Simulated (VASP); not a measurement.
# KI (P1) in VASP: single point with LDA

Aim: the single point of KI with LDA.

Program: VASP 6.6.1. These are calculated values, not measurements. Logs are shortened: lines on timing, memory, paths and dates and some standing lists are left out, and cuts for length are marked.

### Step 1. Starting point

The typed cell holds 2 atoms: a = 4.463 Å, b = 4.392 Å, c = 4.389 Å, α = 90.16°, β = 91.15°, γ = 89.35°.

The cell comes from a database or a generator and needn't be the stable form of this composition.

### Step 2. Single point, LDA

File INCAR:

```
SYSTEM = KI
  ALGO = Fast
  EDIFF = 1E-6
  ENCUT = 520
  GGA = CA
  ISIF = 2
  ISMEAR = 0
  LASPH = .True.
  LCHARG = .False.
  LREAL = .False.
  LWAVE = .False.
  NBANDS = 15
  NELM = 100
  PREC = Accurate
  SIGMA = 0.01
```

File KPOINTS:

```
k-points
0
Gamma
  3 3 3
  0 0 0
```

File POSCAR:

```
KI
1.0
    4.4624600000      0.0250100000     -0.0444200000
    0.0250100000      4.3914300000     -0.0060400000
   -0.0444200000     -0.0060400000      4.3889700000
K I
1 1
Direct
    0.9910500000      0.0071400000      0.0102100000
    0.5068600000      0.4992700000      0.5059900000
```

Potentials or basis: VASP PAW LDA potentials, release 64 (K_sv, I).

Command:

```
cat potpaw_LDA.64/K_sv/POTCAR potpaw_LDA.64/I/POTCAR > POTCAR
mpirun -np 1 vasp_std > vasp.out
```

OUTCAR:

```text
SYSTEM = KI
   EDIFF = 1E-6
   ENCUT = 520
   GGA = CA
   ISIF = 2
   ISMEAR = 0
   LASPH = .True.
   LREAL = .False.
   NELM = 100
   PREC = Accurate

 ion  position               nearest neighbor table
   1  0.991  0.007  0.010-
   2  0.507  0.499  0.506-

  LATTYP: Found a triclinic cell.
 ALAT       =     4.4627511569
 B/A-ratio  =     0.9835186367
 C/A-ratio  =     0.9840354564
 COS(alpha) =     0.0028090285
 COS(beta)  =     0.0113124743
 COS(gamma) =     0.0200803317

  Lattice vectors:

 A1 = (   4.4624600000,   0.0250100000,  -0.0444200000)
 A2 = (   0.0444200000,   0.0060400000,  -4.3889700000)
 A3 = (   0.0250100000,   4.3914300000,  -0.0060400000)

Analysis of symmetry for initial positions (statically):
=====================================================================
 Subroutine PRICEL returns:
 Original cell was already a primitive cell.

 Routine SETGRP: Setting up the symmetry group for a
 triclinic supercell.

 Subroutine GETGRP returns: Found  1 space group operations
 (whereof  1 operations were pure point group operations)
 out of a pool of  2 trial point group operations.

The static configuration has the point symmetry C_1 .

Analysis of symmetry for dynamics (positions and initial velocities):
=====================================================================
 Subroutine PRICEL returns:
 Original cell was already a primitive cell.

 Routine SETGRP: Setting up the symmetry group for a
 triclinic supercell.

 Subroutine GETGRP returns: Found  1 space group operations
 (whereof  1 operations were pure point group operations)
 out of a pool of  2 trial point group operations.

The dynamic configuration has the point symmetry C_1 .

 Subroutine INISYM returns: Found  1 space group operations
 (whereof  1 operations are pure point group operations),
 and found     1 'primitive' translations

----------------------------------------------------------------------------------------

                                     Primitive cell

  volume of cell :      85.9972

  direct lattice vectors                    reciprocal lattice vectors
     4.462460000  0.025010000 -0.044420000     0.224121342 -0.001273295  0.002266541
     0.025010000  4.391430000 -0.006040000    -0.001273295  0.227723921  0.000300502
    -0.044420000 -0.006040000  4.388970000     0.002266541  0.000300502  0.227867243

  length of vectors
     4.462751157  4.391505371  4.389198934     0.224136419  0.227727679  0.227878714

[... 80 lines left out ...]
   NELECT =      16.0000    total number of electrons
   NUPDOWN=      -1.0000    fix difference up-down
   EMIN   =  10.00;   EMAX   =-10.00  energy-range for DOS
   EFERMI =   0.00;   METHOD = LEGACY
   ISMEAR =     0;   SIGMA  =   0.01  broadening in eV -4-tet -1-fermi 0-gaus
   EFERMI_NEDOS =   21; number of points for ismear=-14 and -15
   IALGO  =     68    algorithm
   IMIX   =      4    mixing-type and parameters
     AMIX     =   0.40;   BMIX     =  1.00
     AMIX_MAG =   1.60;   BMIX_MAG =  1.00
  volume/ion in A,a.u.               =      43.00       290.17
  Fermi-wavevector in a.u.,A,eV,Ry     =   0.934588  1.766114 11.884061  0.873454
  Thomas-Fermi vector in A             =   2.061408
   LORBIT       =      0    0 simple, 1 ext, 2 COOP (PROOUT), +10 PAW based schemes
   GGA     = CA    functional components
   LHFCALC =     F    Hartree Fock is set to
   AEXX    =    0.0000 exact exchange contribution
   IVDW    =     0    specifies the selected vdW correction
   LEPSILON=     F    determine dielectric tensor
   LRPA    =     F    only Hartree local field effects (RPA)
 non-spin polarized calculation
 RMM-DIIS sequential band-by-band and
 Gauss-broadening in eV      SIGMA  =   0.01
  energy-cutoff  :      520.00
  volume of cell :       86.00
 maximum number of plane-waves:      2337
 NGX is ok and might be reduce to    36
   NGX = 17   NGY = 17   NGZ = 17

 number of electron      16.0000000 magnetization

 Free energy of the ion-electron system (eV)
  ---------------------------------------------------
  ext. energy  EPLUGINS =         0.00000000
  ---------------------------------------------------
  free energy    TOTEN  =        -5.91790338 eV

  energy without entropy =       -5.91790338  energy(sigma->0) =       -5.91790338

 E-fermi :   0.1861     XC(G=0):  -7.7851

 val. band max:        0.0883992500   @ k =   0.3333   0.3333  -0.0000
 cond. band min:       2.9623995302   @ k =   0.0000   0.0000   0.0000
 fundamental gap:      2.8740002802
 Fermi energy:         0.1860807250

 k-point     1 :       0.0000    0.0000    0.0000
  band No.  band energies     occupation
      1     -28.9443      2.00000
      2     -12.6289      2.00000
      3     -12.6281      2.00000
      4     -12.6273      2.00000
      5     -10.8392      2.00000
      6      -0.2197      2.00000
      7      -0.1189      2.00000
      8      -0.1087      2.00000
      9       2.9624      0.00000
     10       4.8299      0.00000
     11       4.8835      0.00000
     12       8.2249      0.00000
     13       8.2385      0.00000
     14       8.3757      0.00000
[... 221 lines left out ...]
      2     -12.6818      2.00000
      3     -12.6711      2.00000
      4     -12.6619      2.00000
      5     -10.5196      2.00000
      6      -1.1055      2.00000
      7      -1.0597      2.00000
      8      -1.0511      2.00000
      9       5.1792      0.00000
     10       5.7890      0.00000
     11       5.8670      0.00000
     12       7.2542      0.00000
     13       8.1904      0.00000
     14       8.2151      0.00000
     15       9.8213      0.00000

------------------------ aborting loop because EDIFF is reached ----------------------------------------

  FORCE on cell =-STRESS in cart. coord.  units (eV):
  Direction    XX          YY          ZZ          XY          YZ          ZX
  --------------------------------------------------------------------------------------
  -------------------------------------------------------------------------------------
  Total       -1.2678352     -1.0379395     -1.0294725      0.0001179     -0.0031048     -0.0123179
  in kB      -23.6204873    -19.3374005    -19.1796558      0.0021967     -0.0578445     -0.2294890
  external PRESSURE =     -20.7125145 kB  Pullay stress =       0.0000000 kB

 VOLUME and BASIS-vectors are now :
 -----------------------------------------------------------------------------
  energy-cutoff  :      520.00
  volume of cell :       86.00
      direct lattice vectors                 reciprocal lattice vectors
     4.462460000  0.025010000 -0.044420000     0.224121342 -0.001273295  0.002266541
     0.025010000  4.391430000 -0.006040000    -0.001273295  0.227723921  0.000300502
    -0.044420000 -0.006040000  4.388970000     0.002266541  0.000300502  0.227867243

 POSITION                                       TOTAL-FORCE (eV/Angst)
 -----------------------------------------------------------------------------------
      4.42225      0.05608      0.00075         0.003016     -0.003956      0.002335
      2.25185      2.20213      2.19524        -0.003016      0.003956     -0.002335
 -----------------------------------------------------------------------------------
    total drift:                               -0.001662      0.001236      0.001313

  FREE ENERGIE OF THE ION-ELECTRON SYSTEM (eV)
  ---------------------------------------------------
  free  energy   TOTEN  =        -5.9179033839 eV

  energy  without entropy=       -5.9179033839  energy(sigma->0) =       -5.91790338
```

OSZICAR:

```text
N       E                     dE             d eps       ncg     rms          rms(c)
DAV:   1     0.856173253522E+02    0.85617E+02   -0.64767E+03   420   0.902E+02
DAV:   2    -0.303959255546E+00   -0.85921E+02   -0.79400E+02   553   0.218E+02
DAV:   3    -0.576960322895E+01   -0.54656E+01   -0.54394E+01   591   0.455E+01
DAV:   4    -0.606662405419E+01   -0.29702E+00   -0.29697E+00   654   0.975E+00
DAV:   5    -0.606880944056E+01   -0.21854E-02   -0.21853E-02   612   0.912E-01    0.244E+00
RMM:   6    -0.595200745260E+01    0.11680E+00   -0.77530E-02   537   0.106E+00    0.177E+00
RMM:   7    -0.591914341401E+01    0.32864E-01   -0.88369E-02   575   0.115E+00    0.718E-01
RMM:   8    -0.591781171588E+01    0.13317E-02   -0.82355E-03   604   0.502E-01    0.680E-02
RMM:   9    -0.591783523166E+01   -0.23516E-04   -0.16717E-03   654   0.204E-01    0.577E-02
RMM:  10    -0.591788810346E+01   -0.52872E-04   -0.38893E-04   673   0.126E-01    0.308E-02
RMM:  11    -0.591789874506E+01   -0.10642E-04   -0.14094E-04   722   0.581E-02    0.131E-02
RMM:  12    -0.591789981989E+01   -0.10748E-05   -0.52279E-05   736   0.369E-02    0.625E-03
RMM:  13    -0.591790240210E+01   -0.25822E-05   -0.20552E-05   731   0.220E-02    0.584E-03
RMM:  14    -0.591790338388E+01   -0.98178E-06   -0.77386E-06   640   0.133E-02
   1 F= -.59179034E+01 E0= -.59179034E+01  d E =-.161526E-44
```

It took 26 s on 1 thread of Intel Xeon Platinum 8175M at 2.50GHz (Skylake/Cascade Lake), shared host; peak memory 0.17 GiB.

Results:

```
Free energy            : -5.9179 eV
Pressure               : -2.1 GPa
Largest force          : 0.005 eV/Å
Band gap on the k mesh : 2.87 eV, indirect (least direct gap 3.07 eV)
```

Forces on the atoms (eV/Å):
```
K    0.003 -0.004  0.002
I   -0.003  0.004 -0.002
```

Stress tensor (GPa, compression positive):
```
-2.36  0.00 -0.02
 0.00 -1.93 -0.01
-0.02 -0.01 -1.92
```

Caveat: the k mesh is coarse (spacing up to 0.48 Å⁻¹), so the values aren't converged; spin-orbit coupling is left out, which moves the levels of the heavy elements; an odd mesh through Γ misses points on the zone boundary, where band edges often lie.
